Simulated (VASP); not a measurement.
# SnSe (Fm-3m) in VASP: a series of runs

One crystal, SnSe, is run at these levels: r2SCAN; tasks: single point.

All numbers are computed with VASP 6.6.1; they aren't measurements. Logs are shortened: lines on timing, memory, paths and dates and some standing lists are left out, and cuts for length are marked.

## (1) The structure

The structure is cubic, space group Fm-3m (No. 225). The conventional cell has a = 6.020 Å, b = 6.020 Å, c = 6.020 Å, α = 90.00°, β = 90.00°, γ = 90.00°. Around Sn (site symmetry m-3m) lie 6 Se at 3.01 Å. Around Se (site symmetry m-3m) lie 6 Sn at 3.01 Å.

Measurements of this composition are mostly on another form, of space group No. 62.

## (2) Single point, r2SCAN

Input file INCAR:

```
SYSTEM = SnSe
  ADDGRID = .FALSE.
  ALGO = Normal
  EDIFF = 1E-7
  ENCUT = 500
  ISIF = 2
  ISMEAR = 0
  LASPH = .TRUE.
  LCHARG = .FALSE.
  LMIXTAU = .TRUE.
  LREAL = .FALSE.
  LWAVE = .FALSE.
  METAGGA = R2SCAN
  NBANDS = 17
  NELM = 100
  PREC = Accurate
  SIGMA = 0.05
```

Input file KPOINTS:

```
k-points
0
G
  4 4 4
  0 0 0
```

Input file POSCAR:

```
SnSe
1.0
    0.0000000000      3.0100000000      3.0100000000
    3.0100000000      0.0000000000      3.0100000000
    3.0100000000      3.0100000000      0.0000000000
Sn Se
1 1
Direct
    0.0000000000      0.0000000000      0.0000000000
    0.5000000000      0.5000000000      0.5000000000
```

Potentials or basis: VASP PAW PBE potentials, release 64 (Sn_d, Se).

Started as:

```sh
> cat potpaw_PBE.64/Sn_d/POTCAR potpaw_PBE.64/Se/POTCAR > POTCAR
> mpirun -np 1 vasp_std > vasp.out
```

OUTCAR:

```text
SYSTEM = SnSe
   EDIFF = 1E-7
   ENCUT = 500
   ISIF = 2
   ISMEAR = 0
   LASPH = .TRUE.
   LREAL = .FALSE.
   METAGGA = R2SCAN
   NELM = 100
   PREC = Accurate

 Found      8 irreducible k-points:

 Following reciprocal coordinates:
            Coordinates               Weight
  0.000000  0.000000  0.000000      1.000000
  0.250000  0.000000  0.000000      8.000000
  0.500000  0.000000  0.000000      4.000000
  0.250000  0.250000  0.000000      6.000000
  0.500000  0.250000  0.000000     24.000000
 -0.250000  0.250000  0.000000     12.000000
   k-points           NKPTS =      8   k-points in BZ     NKDIM =      8   number of bands    NBANDS=     17
   number of dos      NEDOS =    301   number of ions     NIONS =      2
   total plane-waves  NPLWV =  32768
   dimension x,y,z NGX =    32 NGY =   32 NGZ =   32
   dimension x,y,z NGXF=    64 NGYF=   64 NGZF=   64
   ions per type =               1   1
   NGX,Y,Z   is equivalent  to a cutoff of  12.50, 12.50, 12.50 a.u.
   NGXF,Y,Z  is equivalent  to a cutoff of  24.99, 24.99, 24.99 a.u.
 SYSTEM =  SnSe
   PREC   = accura    normal or accurate (medium, high low for compatibility)
   ISTART =      0    job   : 0-new  1-cont  2-samecut
   ICHARG =      2    charge: 1-file 2-atom 10-const
   ISPIN  =      1    spin polarized calculation?
   LNONCOLLINEAR =      F non collinear calculations
   LSORBIT =      F    spin-orbit coupling
   LASPH  =      T    aspherical Exc in radial PAW
   ENCUT  =  500.0 eV  36.75 Ry    6.06 a.u.   7.76  7.76  7.76*2*pi/ulx,y,z
   NELM   =    100;   NELMIN=  2; NELMDL= -5     # of ELM steps
   EDIFF  = 0.1E-06   stopping-criterion for ELM
   LREAL  =      F    real-space projection
   EDIFFG = 0.1E-05   stopping-criterion for IOM
   NSW    =      0    number of steps for IOM
   IBRION =     -1    ionic relax: 0-MD 1-quasi-New 2-CG
   NFREE  =      0    steps in history (QN), initial steepest desc. (CG)
   ISIF   =      2    stress and relaxation
   ISYM   =      2    0-nonsym 1-usesym 2-fastsym
   POTIM  = 0.5000    time-step for ionic-motion
   TEBEG  =    0.0;   TEEND  =   0.0 temperature during run
   PSTRESS=    0.0 pullay stress
   NELECT =      20.0000    total number of electrons
   NUPDOWN=      -1.0000    fix difference up-down
   EMIN   =  10.00;   EMAX   =-10.00  energy-range for DOS
   EFERMI =   0.00;   METHOD = LEGACY
   ISMEAR =     0;   SIGMA  =   0.05  broadening in eV -4-tet -1-fermi 0-gaus
   EFERMI_NEDOS =   21; number of points for ismear=-14 and -15
   IALGO  =     38    algorithm
   IMIX   =      4    mixing-type and parameters
     AMIX     =   0.40;   BMIX     =  1.00
     AMIX_MAG =   1.60;   BMIX_MAG =  1.00
  volume/ion in A,a.u.               =      27.27       184.03
  Fermi-wavevector in a.u.,A,eV,Ry     =   1.171768  2.214321 18.681350  1.373040
  Thomas-Fermi vector in A             =   2.308207
   LORBIT       =      0    0 simple, 1 ext, 2 COOP (PROOUT), +10 PAW based schemes
   METAGGA = R2SCAN    functional components
   LHFCALC =     F    Hartree Fock is set to
   AEXX    =    0.0000 exact exchange contribution
   IVDW    =     0    specifies the selected vdW correction
   LEPSILON=     F    determine dielectric tensor
   LRPA    =     F    only Hartree local field effects (RPA)
 non-spin polarized calculation
 Gauss-broadening in eV      SIGMA  =   0.05
  energy-cutoff  :      500.00
  volume of cell :       54.54
 maximum number of plane-waves:      1411
 NGX is ok and might be reduce to    32
   NGX = 15   NGY = 15   NGZ = 15

 number of electron      20.0000005 magnetization

 Free energy of the ion-electron system (eV)
  ---------------------------------------------------
  ext. energy  EPLUGINS =         0.00000000
  ---------------------------------------------------
  free energy    TOTEN  =       -39.90627105 eV

  energy without entropy =      -39.90627105  energy(sigma->0) =      -39.90627105

 E-fermi :   5.9009     XC(G=0): -10.2188

 val. band max:        5.6777600018   @ k =   0.5000   0.0000   0.0000
 cond. band min:       6.1272348704   @ k =   0.5000   0.0000   0.0000
 fundamental gap:      0.4494748687
 Fermi energy:         5.9008908080

 k-point     1 :       0.0000    0.0000    0.0000
  band No.  band energies     occupation
      1     -16.8847      2.00000
      2     -16.8847      2.00000
      3     -16.8808      2.00000
      4     -16.8808      2.00000
      5     -16.8808      2.00000
      6      -9.0813      2.00000
[... 9 lines left out ...]
     16      11.7279      0.00000
     17      13.9936      0.00000

 k-point     2 :       0.2500    0.0000    0.0000
  band No.  band energies     occupation
      1     -16.8887      2.00000
      2     -16.8886      2.00000
      3     -16.8795      2.00000
      4     -16.8747      2.00000
      5     -16.8747      2.00000
      6      -8.6635      2.00000
[... 9 lines left out ...]
     16      13.0995      0.00000
     17      17.3449      0.00000

 k-point     3 :       0.5000    0.0000    0.0000
  band No.  band energies     occupation
      1     -16.8931      2.00000
      2     -16.8931      2.00000
      3     -16.8782      2.00000
      4     -16.8682      2.00000
      5     -16.8681      2.00000
      6      -8.1175      2.00000
[... 9 lines left out ...]
     16      16.1824      0.00000
     17      16.1824      0.00000

 k-point     4 :       0.2500    0.2500    0.0000
  band No.  band energies     occupation
      1     -16.8983      2.00000
      2     -16.8841      2.00000
      3     -16.8808      2.00000
      4     -16.8720      2.00000
      5     -16.8719      2.00000
      6      -8.5239      2.00000
[... 9 lines left out ...]
     16      15.0949      0.00000
     17      15.0949      0.00000

 k-point     5 :       0.5000    0.2500    0.0000
  band No.  band energies     occupation
      1     -16.9044      2.00000
      2     -16.8844      2.00000
      3     -16.8804      2.00000
      4     -16.8689      2.00000
      5     -16.8661      2.00000
      6      -7.9800      2.00000
[... 9 lines left out ...]
     16      16.7214      0.00000
     17      17.4853      0.00000

 k-point     6 :      -0.2500    0.2500    0.0000
  band No.  band energies     occupation
      1     -16.8949      2.00000
      2     -16.8897      2.00000
      3     -16.8758      2.00000
      4     -16.8715      2.00000
      5     -16.8714      2.00000
      6      -8.1603      2.00000
[... 9 lines left out ...]
     16      15.2014      0.00000
     17      16.3784      0.00000

 [... further k-points ...]

------------------------ aborting loop because EDIFF is reached ----------------------------------------

  FORCE on cell =-STRESS in cart. coord.  units (eV):
  Direction    XX          YY          ZZ          XY          YZ          ZX
  --------------------------------------------------------------------------------------
  -------------------------------------------------------------------------------------
  Total       -0.4994130     -0.4994130     -0.4994130     -0.0000000      0.0000000     -0.0000000
  in kB      -14.6703648    -14.6703648    -14.6703648     -0.0000000      0.0000000     -0.0000000
  external PRESSURE =     -14.6703648 kB  Pullay stress =       0.0000000 kB

 VOLUME and BASIS-vectors are now :
 -----------------------------------------------------------------------------
  energy-cutoff  :      500.00
  volume of cell :       54.54
      direct lattice vectors                 reciprocal lattice vectors
     0.000000000  3.010000000  3.010000000    -0.166112957  0.166112957  0.166112957
     3.010000000  0.000000000  3.010000000     0.166112957 -0.166112957  0.166112957
     3.010000000  3.010000000  0.000000000     0.166112957  0.166112957 -0.166112957

 POSITION                                       TOTAL-FORCE (eV/Angst)
 -----------------------------------------------------------------------------------
      0.00000      0.00000      0.00000         0.000000      0.000000      0.000000
      3.01000      3.01000      3.01000        -0.000000     -0.000000     -0.000000
 -----------------------------------------------------------------------------------
    total drift:                                0.000000     -0.000000     -0.000000

  FREE ENERGIE OF THE ION-ELECTRON SYSTEM (eV)
  ---------------------------------------------------
  free  energy   TOTEN  =       -39.9062710478 eV

  energy  without entropy=      -39.9062710478  energy(sigma->0) =      -39.90627105
```

stdout:

```text
POSCAR found type information on POSCAR SnSe
 POSCAR found :  2 types and       2 ions
 scaLAPACK will be used
 -----------------------------------------------------------------------------
|                                                                             |
|                                                                             |
|     You enforced a specific xc type in the INCAR file but a different       |
|     I HOPE YOU KNOW WHAT YOU ARE DOING!                                     |
|                                                                             |
 -----------------------------------------------------------------------------

 LDA part: xc-table for (None), standard interpolation
 POSCAR, INCAR and KPOINTS ok, starting setup
 FFT: planning ... GRIDC
 FFT: planning ... GRID_SOFT
 FFT: planning ... GRID
 WAVECAR not read
 entering main loop
```

It took 29 s on 1 thread of Intel Xeon Platinum 8488C (Sapphire Rapids), shared host; peak memory 0.18 GiB.

The run converged, but some of its settings lie outside the range that counts as converged, so its numbers aren't taken as properties of the crystal.

What came out:

- Free energy: -39.9063 eV
- Pressure: -1.5 GPa
- Band gap on the k mesh: 0.45 eV, direct

Caveat: the k mesh is coarse (spacing up to 0.45 Å⁻¹), so the values aren't converged; the PAW data sets were made with another functional, which shifts forces and pressure a little; spin-orbit coupling is left out, which moves the levels of the heavy elements.

## (3) Single point, r2SCAN

INCAR, as its differences from that of step 2:

```diff
@@ -4,3 +4,3 @@
   EDIFF = 1E-7
-  ENCUT = 500
+  ENCUT = 350
   ISIF = 2
```

Input file KPOINTS:

```
k-points
0
G
  5 5 5
  0 0 0
```

POSCAR is that of step 2.

Potentials or basis: VASP PAW PBE potentials, release 64 (Sn_d, Se).

Started as:

```sh
> cat potpaw_PBE.64/Sn_d/POTCAR potpaw_PBE.64/Se/POTCAR > POTCAR
> mpirun -np 1 vasp_std > vasp.out
```

Wall time 37 s (1 thread of Intel Xeon Platinum 8488C (Sapphire Rapids), shared host); peak memory 0.15 GiB.

These settings aren't checked as converged: the numbers below hold their error.

Results:

| Quantity | Value |
| --- | --- |
| Free energy | -39.8932 eV |
| Pressure | -0.5 GPa |

Caveat: this odd mesh misses L, where the gap lies, so gap, dielectric constants and Born charges aren't listed; the PAW data sets were made with another functional, which shifts forces and pressure a little.

## (4) Single point, r2SCAN

INCAR, as its differences from that of step 3:

```diff
@@ -4,3 +4,3 @@
   EDIFF = 1E-7
-  ENCUT = 350
+  ENCUT = 600
   ISIF = 2
```

Input file KPOINTS:

```
k-points
0
G
  4 4 4
  0 0 0
```

POSCAR is that of step 3.

Potentials or basis: VASP PAW PBE potentials, release 64 (Sn_d, Se).

Started as:

```sh
> cat potpaw_PBE.64/Sn_d/POTCAR potpaw_PBE.64/Se/POTCAR > POTCAR
> mpirun -np 1 vasp_std > vasp.out
```

OUTCAR:

```text
SYSTEM = SnSe
   EDIFF = 1E-7
   ENCUT = 600
   ISIF = 2
   ISMEAR = 0
   LASPH = .TRUE.
   LREAL = .FALSE.
   METAGGA = R2SCAN
   NELM = 100
   PREC = Accurate

 Found      8 irreducible k-points:

 Following reciprocal coordinates:
            Coordinates               Weight
  0.000000  0.000000  0.000000      1.000000
  0.250000  0.000000  0.000000      8.000000
  0.500000  0.000000  0.000000      4.000000
  0.250000  0.250000  0.000000      6.000000
  0.500000  0.250000  0.000000     24.000000
 -0.250000  0.250000  0.000000     12.000000
   k-points           NKPTS =      8   k-points in BZ     NKDIM =      8   number of bands    NBANDS=     17
   number of dos      NEDOS =    301   number of ions     NIONS =      2
   total plane-waves  NPLWV =  46656
   dimension x,y,z NGX =    36 NGY =   36 NGZ =   36
   dimension x,y,z NGXF=    72 NGYF=   72 NGZF=   72
   ions per type =               1   1
   NGX,Y,Z   is equivalent  to a cutoff of  14.06, 14.06, 14.06 a.u.
   NGXF,Y,Z  is equivalent  to a cutoff of  28.12, 28.12, 28.12 a.u.
 SYSTEM =  SnSe
   PREC   = accura    normal or accurate (medium, high low for compatibility)
   ISTART =      0    job   : 0-new  1-cont  2-samecut
   ICHARG =      2    charge: 1-file 2-atom 10-const
   ISPIN  =      1    spin polarized calculation?
   LNONCOLLINEAR =      F non collinear calculations
   LSORBIT =      F    spin-orbit coupling
   LASPH  =      T    aspherical Exc in radial PAW
   ENCUT  =  600.0 eV  44.10 Ry    6.64 a.u.   8.50  8.50  8.50*2*pi/ulx,y,z
   NELM   =    100;   NELMIN=  2; NELMDL= -5     # of ELM steps
   EDIFF  = 0.1E-06   stopping-criterion for ELM
   LREAL  =      F    real-space projection
   EDIFFG = 0.1E-05   stopping-criterion for IOM
   NSW    =      0    number of steps for IOM
   IBRION =     -1    ionic relax: 0-MD 1-quasi-New 2-CG
   NFREE  =      0    steps in history (QN), initial steepest desc. (CG)
   ISIF   =      2    stress and relaxation
   ISYM   =      2    0-nonsym 1-usesym 2-fastsym
   POTIM  = 0.5000    time-step for ionic-motion
   TEBEG  =    0.0;   TEEND  =   0.0 temperature during run
   PSTRESS=    0.0 pullay stress
   NELECT =      20.0000    total number of electrons
   NUPDOWN=      -1.0000    fix difference up-down
   EMIN   =  10.00;   EMAX   =-10.00  energy-range for DOS
   EFERMI =   0.00;   METHOD = LEGACY
   ISMEAR =     0;   SIGMA  =   0.05  broadening in eV -4-tet -1-fermi 0-gaus
   EFERMI_NEDOS =   21; number of points for ismear=-14 and -15
   IALGO  =     38    algorithm
   IMIX   =      4    mixing-type and parameters
     AMIX     =   0.40;   BMIX     =  1.00
     AMIX_MAG =   1.60;   BMIX_MAG =  1.00
  volume/ion in A,a.u.               =      27.27       184.03
  Fermi-wavevector in a.u.,A,eV,Ry     =   1.171768  2.214321 18.681350  1.373040
  Thomas-Fermi vector in A             =   2.308207
   LORBIT       =      0    0 simple, 1 ext, 2 COOP (PROOUT), +10 PAW based schemes
   METAGGA = R2SCAN    functional components
   LHFCALC =     F    Hartree Fock is set to
   AEXX    =    0.0000 exact exchange contribution
   IVDW    =     0    specifies the selected vdW correction
   LEPSILON=     F    determine dielectric tensor
   LRPA    =     F    only Hartree local field effects (RPA)
 non-spin polarized calculation
 Gauss-broadening in eV      SIGMA  =   0.05
  energy-cutoff  :      600.00
  volume of cell :       54.54
 maximum number of plane-waves:      1837
 NGX is ok and might be reduce to    36
   NGX = 17   NGY = 17   NGZ = 17

 number of electron      19.9999999 magnetization

 Free energy of the ion-electron system (eV)
  ---------------------------------------------------
  ext. energy  EPLUGINS =         0.00000000
  ---------------------------------------------------
  free energy    TOTEN  =       -39.90838109 eV

  energy without entropy =      -39.90838109  energy(sigma->0) =      -39.90838109

 E-fermi :   5.9024     XC(G=0): -10.2186

 val. band max:        5.6779817409   @ k =   0.5000   0.0000   0.0000
 cond. band min:       6.1272377938   @ k =   0.5000   0.0000   0.0000
 fundamental gap:      0.4492560529
 Fermi energy:         5.9023977745

 k-point     1 :       0.0000    0.0000    0.0000
  band No.  band energies     occupation
      1     -16.8850      2.00000
      2     -16.8850      2.00000
      3     -16.8813      2.00000
      4     -16.8812      2.00000
      5     -16.8812      2.00000
      6      -9.0813      2.00000
[... 9 lines left out ...]
     16      11.7281      0.00000
     17      13.9936      0.00000
[... 81 lines left out ...]
 k-point     6 :      -0.2500    0.2500    0.0000
  band No.  band energies     occupation
      1     -16.8953      2.00000
      2     -16.8901      2.00000
      3     -16.8762      2.00000
      4     -16.8719      2.00000
      5     -16.8719      2.00000
      6      -8.1603      2.00000
[... 9 lines left out ...]
     16      15.2014      0.00000
     17      16.3784      0.00000

 [... further k-points ...]

------------------------ aborting loop because EDIFF is reached ----------------------------------------

  FORCE on cell =-STRESS in cart. coord.  units (eV):
  Direction    XX          YY          ZZ          XY          YZ          ZX
  --------------------------------------------------------------------------------------
  -------------------------------------------------------------------------------------
  Total       -0.4927822     -0.4927822     -0.4927822      0.0000000     -0.0000000      0.0000000
  in kB      -14.4755847    -14.4755847    -14.4755847      0.0000000     -0.0000000      0.0000000
  external PRESSURE =     -14.4755847 kB  Pullay stress =       0.0000000 kB

 VOLUME and BASIS-vectors are now :
 -----------------------------------------------------------------------------
  energy-cutoff  :      600.00
  volume of cell :       54.54
      direct lattice vectors                 reciprocal lattice vectors
     0.000000000  3.010000000  3.010000000    -0.166112957  0.166112957  0.166112957
     3.010000000  0.000000000  3.010000000     0.166112957 -0.166112957  0.166112957
     3.010000000  3.010000000  0.000000000     0.166112957  0.166112957 -0.166112957

 POSITION                                       TOTAL-FORCE (eV/Angst)
 -----------------------------------------------------------------------------------
      0.00000      0.00000      0.00000         0.000000     -0.000000      0.000000
      3.01000      3.01000      3.01000        -0.000000      0.000000     -0.000000
 -----------------------------------------------------------------------------------
    total drift:                               -0.000000      0.000000      0.000000

  FREE ENERGIE OF THE ION-ELECTRON SYSTEM (eV)
  ---------------------------------------------------
  free  energy   TOTEN  =       -39.9083810856 eV

  energy  without entropy=      -39.9083810856  energy(sigma->0) =      -39.90838109
```

stdout:

```text
POSCAR found type information on POSCAR SnSe
 POSCAR found :  2 types and       2 ions
 scaLAPACK will be used
 -----------------------------------------------------------------------------
|                                                                             |
|                                                                             |
|     You enforced a specific xc type in the INCAR file but a different       |
|     I HOPE YOU KNOW WHAT YOU ARE DOING!                                     |
|                                                                             |
 -----------------------------------------------------------------------------

 LDA part: xc-table for (None), standard interpolation
 POSCAR, INCAR and KPOINTS ok, starting setup
 FFT: planning ... GRIDC
 FFT: planning ... GRID_SOFT
 FFT: planning ... GRID
 WAVECAR not read
 entering main loop
```

Run time: 48 s. Hardware: 1 thread of Intel Xeon Platinum 8488C (Sapphire Rapids), shared host; peak memory 0.22 GiB.

These settings aren't checked as converged: the numbers below hold their error.

Results:

```yaml
Free_energy: -39.9084 eV
Pressure: -1.4 GPa
Band_gap_on_the_k_mesh: 0.45 eV, direct
```

Caveat: the k mesh is coarse (spacing up to 0.45 Å⁻¹), so the values aren't converged; the PAW data sets were made with another functional, which shifts forces and pressure a little; spin-orbit coupling is left out, which moves the levels of the heavy elements.

## (5) For comparison

An earlier run on the cell as given: functional PBEsol; potentials or basis VASP PAW PBE potentials, release 64 (Sn_d, Se); cutoff 520 eV; k mesh 8 × 8 × 8; occupations fermi-dirac, width 0.05 eV; no spin polarisation.

* Pressure: -1.9 GPa
* Band gap on the k mesh: 0.65 eV, direct
